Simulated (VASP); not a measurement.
Crystal: InPd.

```
In Pd
1.0
     3.27188    0.00000    0.00000
     0.00000    3.27188    0.00000
     0.00000    0.00000    3.27188
In Pd
1 1
Cartesian
  0.0000 0.0000 0.0000
  1.6359 1.6359 1.6359
```

The cell comes from a database or a generator and needn't be the stable form of this composition.

| Property | Result |
| --- | --- |
| Program | VASP 6.6.1 |
| Task | relaxation of cell and atoms |
| Functional | PBEsol |
| Dispersion | D4 |
| Potentials or basis | VASP PAW PBE potentials, release 64 (In_d, Pd) |
| Cutoff | 600 eV |
| k mesh | 8 × 8 × 8 |
| Occupations | fermi-dirac, width 0.05 eV |
| Spin | no spin polarisation |

At the start: pressure -5.2 GPa; volume 17.51 Å³/atom.

Q: Where does the relaxation end?

A: Over 3 steps the energy falls by 11.7 meV/atom and the volume is 16.84 Å³/atom (-3.9 %); space group Pm-3m (No. 221, to 0.05 Å).

Step by step:
```csv
step,energy change (eV),largest force (eV/Å),pressure (GPa),volume (Å³)
1,0.0000,0.0000,-5.24,35.03
2,0.0089,0.0000,7.44,32.20
3,-0.0234,0.0000,0.00,33.67
```

Final structure:
```yaml
crystal:
  lattice:
    - [3.22919, 0.00000, 0.00000]
    - [0.00000, 3.22919, 0.00000]
    - [0.00000, 0.00000, 3.22919]
  atoms:
    - { symbol: In, position: [0.00000, 0.00000, 0.00000] }
    - { symbol: Pd, position: [0.50000, 0.50000, 0.50000] }
```

Caveat: the PAW data sets were made with another functional, which shifts forces and pressure a little; pairwise dispersion overbinds metals, which lowers pressure and volume.
